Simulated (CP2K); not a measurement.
# NbAs (I4_1md) in CP2K: settings compared

Aim: see how the results for NbAs move with the level of theory and the settings. Levels: PBE, LDA. Tasks: band structure.

All numbers are computed with CP2K 2026.2; they aren't measurements. Logs are shortened: lines on timing, memory, paths and dates and some standing lists are left out, and cuts for length are marked.

## (1) Starting point

Symmetry: I4_1md, No. 109, tetragonal system. Conventional cell: a = 3.452 Å, b = 3.452 Å, c = 11.680 Å, α = 90.00°, β = 90.00°, γ = 90.00°. Nb (site symmetry 2mm) is surrounded by 6 As at 2.60 to 2.63 Å. As (site symmetry 2mm) is surrounded by 6 Nb at 2.60 to 2.63 Å.

## (2) Band structure, PBE

nbas_bands.inp reads:

```
&GLOBAL
  PROJECT nbas_bands
  RUN_TYPE ENERGY_FORCE
  PRINT_LEVEL LOW
&END GLOBAL
&FORCE_EVAL
  METHOD QS
  STRESS_TENSOR ANALYTICAL
  &DFT
    BASIS_SET_FILE_NAME BASIS_MOLOPT_UZH
    POTENTIAL_FILE_NAME POTENTIAL_UZH
    &MGRID
      CUTOFF 675
      REL_CUTOFF 60
      NGRIDS 5
    &END MGRID
    &QS
      METHOD GPW
      EPS_DEFAULT 1.0E-9
    &END QS
    &KPOINTS
      SCHEME MONKHORST-PACK 8 8 8
      GAMMA_CENTERED T
      SYMMETRY T
      SYMMETRY_BACKEND SPGLIB
    &END KPOINTS
    &SCF
      SCF_GUESS ATOMIC
      EPS_SCF 1.0E-6
      MAX_SCF 100
      ADDED_MOS 20
      CHOLESKY OFF
      EPS_EIGVAL 1.0E-7
      &DIAGONALIZATION ON
        ALGORITHM STANDARD
      &END DIAGONALIZATION
      &MIXING ON
        METHOD BROYDEN_MIXING
        ALPHA 0.4
        BETA 1.5
        NBUFFER 8
      &END MIXING
      &SMEAR ON
        METHOD FERMI_DIRAC
        ELECTRONIC_TEMPERATURE 580.23
      &END SMEAR
    &END SCF
    &XC
      &XC_FUNCTIONAL PBE
      &END XC_FUNCTIONAL
    &END XC
    &PRINT
      &KPOINTS ON
      &END KPOINTS
      &MULLIKEN ON
      &END MULLIKEN
      &MO ON
        ENERGIES T
        OCCUPATION_NUMBERS T
        &EACH
          QS_SCF 0
        &END EACH
        ADD_LAST NUMERIC
      &END MO
      &BAND_STRUCTURE
        FILE_NAME bands.bs
        ADDED_MOS 2
        &KPOINT_SET
          UNITS B_VECTOR
          NPOINTS 8
          SPECIAL_POINT GAMMA 0.00000000 0.00000000 0.00000000
          SPECIAL_POINT X 0.50000000 0.50000000 -0.50000000
          SPECIAL_POINT Y 0.54366670 0.45633330 -0.50000000
          SPECIAL_POINT S 0.54366670 0.00000000 -0.27183335
          SPECIAL_POINT GAMMA 0.00000000 0.00000000 0.00000000
          SPECIAL_POINT Z 0.00000000 0.00000000 0.50000000
          SPECIAL_POINT S1 0.45633330 0.00000000 0.27183335
          SPECIAL_POINT N 0.50000000 0.00000000 0.00000000
          SPECIAL_POINT P 0.50000000 0.50000000 -0.25000000
          SPECIAL_POINT Y1 0.45633330 0.45633330 0.04366670
          SPECIAL_POINT Z 0.00000000 0.00000000 0.50000000
        &END KPOINT_SET
        &KPOINT_SET
          UNITS B_VECTOR
          NPOINTS 8
          SPECIAL_POINT X 0.50000000 0.50000000 -0.50000000
          SPECIAL_POINT P 0.50000000 0.50000000 -0.25000000
        &END KPOINT_SET
      &END BAND_STRUCTURE
    &END PRINT
  &END DFT
  &SUBSYS
    &CELL
      A 3.4517000000 0.0000000000 0.0000000000
      B 0.0000000000 3.4517000000 0.0000000000
      C -1.7258500000 -1.7258500000 5.8400000000
      PERIODIC XYZ
    &END CELL
    &COORD
      Nb  0.0000000000 1.7258500000 0.0000000000
      Nb  0.0000000000 0.0000000000 2.9200000000
      As  1.7258500000 0.0000000000 0.9811200000
      As  1.7258500000 1.7258500000 3.9011200000
    &END COORD
    &KIND Nb
      BASIS_SET TZVP-MOLOPT-PBE-GTH-q13
      POTENTIAL GTH-PBE-q13
    &END KIND
    &KIND As
      BASIS_SET TZVP-MOLOPT-PBE-GTH-q5
      POTENTIAL GTH-PBE-q5
    &END KIND
    &PRINT
      &ATOMIC_COORDINATES ON
      &END ATOMIC_COORDINATES
      &CELL ON
      &END CELL
    &END PRINT
  &END SUBSYS
  &PRINT
    &FORCES ON
    &END FORCES
    &STRESS_TENSOR ON
    &END STRESS_TENSOR
  &END PRINT
&END FORCE_EVAL
```

Potentials or basis: POTENTIAL_UZH Nb GTH-PBE-q13, As GTH-PBE-q5; TZVP-MOLOPT-PBE-GTH basis.

Command:

```sh
$ OMP_NUM_THREADS=1 mpirun -n 4 cp2k.psmp -i nbas_bands.inp -o nbas_bands.out
```

nbas_bands.out:

```text

 CP2K| version string:                                       CP2K version 2026.2
 CP2K| Input file name                                            nbas_bands.inp

 GLOBAL| Force Environment number                                              1
 GLOBAL| Basis set file name                                    BASIS_MOLOPT_UZH
 GLOBAL| Potential file name                                       POTENTIAL_UZH
 GLOBAL| MM Potential file name                                     MM_POTENTIAL
 GLOBAL| Coordinate file name                                      __STD_INPUT__
 GLOBAL| Method name                                                        CP2K
 GLOBAL| Project name                                                 nbas_bands
 GLOBAL| Run type                                                   ENERGY_FORCE
 GLOBAL| FFT library                                                       FFTW3
 GLOBAL| Diagonalization library                                       ScaLAPACK
 GLOBAL| Cholesky decomposition library                                ScaLAPACK
 GLOBAL| DGEMM library                                                      BLAS
 GLOBAL| Direct generalized diagonalization requested                          F
 GLOBAL| Matrix multiplication library                                 ScaLAPACK
 GLOBAL| Global print level                                                  LOW
 GLOBAL| Total number of message passing processes                             4
 GLOBAL| Number of threads for this process                                    1
 GLOBAL| CPU model name                                                  UNKNOWN

 CELL| Volume [angstrom^3]:                                            69.579120
 CELL| Vector a [angstrom]:       3.452     0.000     0.000   |a| =     3.451700
 CELL| Vector b [angstrom]:       0.000     3.452     0.000   |b| =     3.451700
 CELL| Vector c [angstrom]:      -1.726    -1.726     5.840   |c| =     6.329512
 CELL| Angle (b,c), alpha [degree]:                                   105.823041
 CELL| Angle (a,c), beta  [degree]:                                   105.823041
 CELL| Angle (a,b), gamma [degree]:                                    90.000000
 CELL| Numerically orthorhombic:                                              NO
 CELL| Periodicity                                                           XYZ

 CELL_REF| Volume [angstrom^3]:                                        69.579120
 CELL_REF| Vector a [angstrom     3.452     0.000     0.000   |a| =     3.451700
 CELL_REF| Vector b [angstrom     0.000     3.452     0.000   |b| =     3.451700
 CELL_REF| Vector c [angstrom    -1.726    -1.726     5.840   |c| =     6.329512
 CELL_REF| Angle (b,c), alpha [degree]:                               105.823041
 CELL_REF| Angle (a,c), beta  [degree]:                               105.823041
 CELL_REF| Angle (a,b), gamma [degree]:                                90.000000
 CELL_REF| Numerically orthorhombic:                                          NO
 CELL_REF| Periodicity                                                       XYZ

[... 9 lines left out ...]

  Total number of            - Atomic kinds:                                   2
                             - Atoms:                                          4
                             - Shell sets:                                     4
                             - Shells:                                        36
                             - Primitive Cartesian functions:                 20
                             - Cartesian basis functions:                    118
                             - Spherical basis functions:                    104

  Maximum angular momentum of- Orbital basis functions:                        3
                             - Local part of the GTH pseudopotential:          2
                             - Non-local part of the GTH pseudopotential:      4

 MODULE QUICKSTEP: ATOMIC COORDINATES IN ANGSTROM

   Atom Kind Element         X             Y             Z       Z(eff)     Mass
      1    1 Nb   41      0.000000      1.725850      0.000000  13.0000  92.9064
      2    1 Nb   41      0.000000      0.000000      2.920000  13.0000  92.9064
      3    2 As   33      1.725850      0.000000      0.981120   5.0000  74.9216
      4    2 As   33      1.725850      1.725850      3.901120   5.0000  74.9216

 SCF PARAMETERS         Density guess:                                    ATOMIC
                        --------------------------------------------------------
                        max_scf:                                             100
                        max_scf_history:                                       0
                        max_diis:                                              4
[... 5 lines left out ...]
                        --------------------------------------------------------
                        level_shift [a.u.]:                             0.000000
                        added MOs                                        20    0
                        --------------------------------------------------------
[... 70 lines left out ...]
 Number of molecular orbitals:                                                38

 Number of orbital functions:                                                104
 Number of independent orbital functions:                                    104

 SCF WAVEFUNCTION OPTIMIZATION

  Step     Update method      Time    Convergence         Total energy    Change
  ------------------------------------------------------------------------------
     1 NoMix/Diag. 0.40E+00    2.6     0.71606366      -126.7553882100 -1.27E+02
     2 Broy./Diag. 0.40E+00    2.0     0.15156495      -128.5406396714 -1.79E+00
     3 Broy./Diag. 0.40E+00    2.0     0.22543434      -127.1467002982  1.39E+00
     4 Broy./Diag. 0.40E+00    2.0     0.04039491      -126.0114655796  1.14E+00
     5 Broy./Diag. 0.40E+00    2.0     0.02755332      -126.1485073807 -1.37E-01
     6 Broy./Diag. 0.40E+00    2.0     0.00751266      -125.9800214558  1.68E-01
     7 Broy./Diag. 0.40E+00    2.0     0.00280053      -125.9878333235 -7.81E-03
     8 Broy./Diag. 0.40E+00    2.0     0.00073979      -125.9625946391  2.52E-02
     9 Broy./Diag. 0.40E+00    2.0     0.00044845      -125.9647219730 -2.13E-03
    10 Broy./Diag. 0.40E+00    2.0     0.00012666      -125.9632910067  1.43E-03
    11 Broy./Diag. 0.40E+00    2.0     0.00005006      -125.9639858942 -6.95E-04
    12 Broy./Diag. 0.40E+00    2.0     0.00001212      -125.9638371394  1.49E-04
    13 Broy./Diag. 0.40E+00    2.0     0.00000573      -125.9638262696  1.09E-05
    14 Broy./Diag. 0.40E+00    2.0     0.00000179      -125.9638166815  9.59E-06
    15 Broy./Diag. 0.40E+00    2.0     0.00000041      -125.9638145312  2.15E-06

  *** SCF run converged in    15 steps ***

  Electronic density on regular grids:        -35.9999999984        0.0000000016
  Core density on regular grids:               35.9999999597       -0.0000000403
  Total charge density on r-space grids:       -0.0000000388
  Total charge density g-space grids:          -0.0000000388

  Overlap energy of the core charge distribution:               0.00000000019220
  Self energy of the core charge distribution:               -233.50248473390087
  Core Hamiltonian energy:                                     53.22970022478694
  Hartree energy:                                              71.31814986815510
  Exchange-correlation energy:                                -17.00885492785290
  Electronic entropic energy:                                  -0.00032496258361
  Fermi energy:                                                 0.42723541250919

  Total energy:                                              -125.96381453121012
  Total energy (extrapolated to T->0):                       -125.96365204991831

 MO| EIGENVALUES AND OCCUPATION NUMBERS FOR K POINT 1
 MO|
 MO|  Index      Eigenvalue [a.u.]        Eigenvalue [eV]             Occupation
 MO|      1              -1.595762             -43.422905               2.000000
 MO|      2              -1.595463             -43.414747               2.000000
 MO|      3              -0.727522             -19.796888               2.000000
 MO|      4              -0.727407             -19.793750               2.000000
 MO|      5              -0.720554             -19.607271               2.000000
 MO|      6              -0.720084             -19.594470               2.000000
[... 602 lines left out ...]
 MO|     37               1.007134              27.405513               0.000000
 MO|     38               1.083958              29.495997               0.000000
 MO| Sum:                                                              36.000809
 MO| E(Fermi):            0.427235 a.u.         11.625667 eV

 [... the levels of further k-points ...]

 !-----------------------------------------------------------------------------!
                     Mulliken Population Analysis

 #  Atom  Element  Kind  Atomic population                           Net charge
       1     Nb       1         12.927345                              0.072655
       2     Nb       1         12.927341                              0.072659
       3     As       2          5.072653                             -0.072653
       4     As       2          5.072661                             -0.072661
 # Total charge                             36.000000                  0.000000

 !-----------------------------------------------------------------------------!

 KPOINTS| Band Structure Calculation
 KPOINTS| Number of k-point sets                                               2
 KPOINTS| Number of added MOs/bands                                            2
 KPOINTS| Number of k-points in set    1                                      81
 KPOINTS| In units of b-vector [2pi/Bohr]
 KPOINTS| Special point     1       GAMMA     0.000000     0.000000     0.000000
 KPOINTS| Special point     2           X     0.500000     0.500000    -0.500000
 KPOINTS| Special point     3           Y     0.543667     0.456333    -0.500000
 KPOINTS| Special point     4           S     0.543667     0.000000    -0.271833
 KPOINTS| Special point     5       GAMMA     0.000000     0.000000     0.000000
 KPOINTS| Special point     6           Z     0.000000     0.000000     0.500000
 KPOINTS| Special point     7          S1     0.456333     0.000000     0.271833
 KPOINTS| Special point     8           N     0.500000     0.000000     0.000000
 KPOINTS| Special point     9           P     0.500000     0.500000    -0.250000
 KPOINTS| Special point    10          Y1     0.456333     0.456333     0.043667
 KPOINTS| Special point    11           Z     0.000000     0.000000     0.500000
 KPOINTS| Number of k-points in set    2                                       9
 KPOINTS| In units of b-vector [2pi/Bohr]
 KPOINTS| Special point     1           X     0.500000     0.500000    -0.500000
 KPOINTS| Special point     2           P     0.500000     0.500000    -0.250000

 ENERGY| Total FORCE_EVAL ( QS ) energy [hartree]           -125.963815411811467

 FORCES| Atomic forces [hartree/bohr]
 FORCES|   Atom     x               y               z               |f|
 FORCES|      1 -2.60998646E-08 -2.35131903E-09  6.08471100E-03   6.08471100E-03
 FORCES|      2  1.22597867E-07  1.17808876E-07  6.06283291E-03   6.06283291E-03
 FORCES|      3 -4.53305733E-07 -4.48620946E-07 -6.06353961E-03   6.06353964E-03
 FORCES|      4  1.33974332E-06  1.55427678E-06 -6.06286769E-03   6.06286804E-03
 FORCES| Sum     9.82935594E-07  1.22111339E-06  2.11366185E-05
 FORCES| Total atomic force                                       2.11946673E-05

 STRESS| Analytical stress tensor [bar]
 STRESS|                        x                   y                   z
 STRESS|      x        5.05145310539E+04   4.22852274407E-02  -3.99251740671E-01
 STRESS|      y        4.22852274407E-02   5.05146480712E+04  -1.85023992717E-01
 STRESS|      z       -3.99251740671E-01  -1.85023992717E-01   5.69221839090E+04
 STRESS| 1/3 Trace                                             5.26504543447E+04
 STRESS| Determinant                                           1.45249689066E+14

 STRESS| Eigenvectors and eigenvalues of the analytical stress tensor [bar]
 STRESS|                        1                   2                   3
 STRESS| Eigenvalues   5.05145173570E+04   5.05146617379E+04   5.69221839392E+04
 STRESS|      x           0.951475354639      0.307724951267     -0.000062308769
 STRESS|      y          -0.307724953448      0.951475355536     -0.000028876409
 STRESS|      z           0.000050399266      0.000046649154      0.999999997642
```

Run time: 36 s. Hardware: 4 MPI ranks of Arm Neoverse V1, shared host.

Results:

- Free energy: -3427.6497 eV
- Pressure: 5.3 GPa
- Largest force: 0.313 eV/Å
- Band gap on the k mesh: none (metal or under the smearing width)
- Mulliken charges: Nb +0.07; As -0.07 e

Forces in eV/Å, atoms in the order of the input:
```
Nb   0.000  0.000  0.313
Nb   0.000  0.000  0.312
As   0.000  0.000 -0.312
As   0.000  0.000 -0.312
```

Stress tensor (GPa, compression positive):
```
5.05 0.00 0.00
0.00 5.05 0.00
0.00 0.00 5.69
```

Levels at the corners of the path, in eV from the Fermi level:
```csv
point,band 14,band 15,band 16,band 17,band 18,band 19,band 20,band 21,band 22,band 23
Γ,-2.27,-2.04,-1.68,-1.37,-1.37,0.72,1.34,2.45,3.05,3.05
X,-4.67,-2.80,-2.80,-0.54,-0.54,2.43,2.43,2.75,2.75,3.59
Y,-4.60,-2.77,-2.77,-0.58,-0.58,2.32,2.32,2.75,2.75,3.58
S,-3.16,-2.21,-2.10,-1.46,-0.17,0.19,1.46,2.04,2.49,2.78
Γ,-2.27,-2.04,-1.68,-1.37,-1.37,0.72,1.34,2.45,3.05,3.05
Z,-2.71,-2.56,-2.56,-0.49,-0.49,1.02,1.02,1.97,1.97,3.20
S1,-3.16,-2.21,-2.10,-1.46,-0.17,0.19,1.46,2.04,2.49,2.78
N,-3.19,-2.23,-1.87,-1.42,-0.06,0.04,1.18,2.15,2.33,2.84
P,-4.60,-2.83,-2.83,-0.52,-0.52,2.45,2.45,2.69,2.69,3.62
Y1,-4.60,-2.77,-2.77,-0.58,-0.58,2.32,2.32,2.75,2.75,3.58
Z,-2.71,-2.56,-2.56,-0.49,-0.49,1.02,1.02,1.97,1.97,3.20
X,-4.67,-2.80,-2.80,-0.54,-0.54,2.43,2.43,2.75,2.75,3.59
P,-4.60,-2.83,-2.83,-0.52,-0.52,2.45,2.45,2.69,2.69,3.62
```

Caveat: Mulliken charges move with the basis; the basis of atomic orbitals isn't converged, which shifts pressures, moduli and gaps.

## (3) Band structure, LDA

Edit nbas_bands.inp of step 2 so:

```diff
@@ -48,3 +48,7 @@
     &XC
-      &XC_FUNCTIONAL PBE
+      &XC_FUNCTIONAL
+        &LDA_X
+        &END LDA_X
+        &LDA_C_PW
+        &END LDA_C_PW
       &END XC_FUNCTIONAL
```

Potentials or basis: POTENTIAL_UZH Nb GTH-PBE-q13, As GTH-PBE-q5; TZVP-MOLOPT-PBE-GTH basis.

Command:

```sh
$ OMP_NUM_THREADS=1 mpirun -n 4 cp2k.psmp -i nbas_bands.inp -o nbas_bands.out
```

It took 36 s on 4 MPI ranks of Arm Neoverse V1, shared host.

It converged, with:

| Property | Result |
| --- | --- |
| Free energy | -3422.4058 eV |
| Pressure | 0.0 GPa |
| Largest force | 0.311 eV/Å |
| Band gap along the path | none (metal or under the smearing width) |
| Mulliken charges | Nb -0.01; As +0.01 e |

Forces in eV/Å, atoms in the order of the input:
```
Nb   0.000  0.000  0.311
Nb   0.000  0.000  0.311
As   0.000  0.000 -0.311
As   0.000  0.000 -0.311
```

Stress tensor (GPa, compression positive):
```
-0.21  0.00  0.00
 0.00 -0.21  0.00
 0.00  0.00  0.34
```

Levels at the corners of the path, in eV from the Fermi level:
```
point  band 15  band 16  band 17  band 18  band 19  band 20  band 21  band 22
    Γ    -2.07    -1.70    -1.34    -1.34     0.72     1.35     2.47     3.11
    X    -2.76    -2.76    -0.54    -0.54     2.45     2.45     2.78     2.78
    Y    -2.74    -2.74    -0.58    -0.58     2.34     2.34     2.78     2.78
    S    -2.19    -2.10    -1.47    -0.19     0.21     1.47     2.05     2.52
    Γ    -2.07    -1.70    -1.34    -1.34     0.72     1.35     2.47     3.11
    Z    -2.60    -2.60    -0.42    -0.42     1.02     1.02     1.99     1.99
   S1    -2.19    -2.10    -1.47    -0.19     0.21     1.47     2.05     2.52
    N    -2.21    -1.86    -1.44    -0.03     0.03     1.18     2.17     2.35
    P    -2.80    -2.80    -0.51    -0.51     2.47     2.47     2.73     2.73
   Y1    -2.74    -2.74    -0.58    -0.58     2.34     2.34     2.78     2.78
    Z    -2.60    -2.60    -0.42    -0.42     1.02     1.02     1.99     1.99
    X    -2.76    -2.76    -0.54    -0.54     2.45     2.45     2.78     2.78
    P    -2.80    -2.80    -0.51    -0.51     2.47     2.47     2.73     2.73
```

Caveat: Mulliken charges move with the basis; the potentials were made for another functional, which shifts forces and pressure; the basis of atomic orbitals isn't converged, which shifts pressures, moduli and gaps.
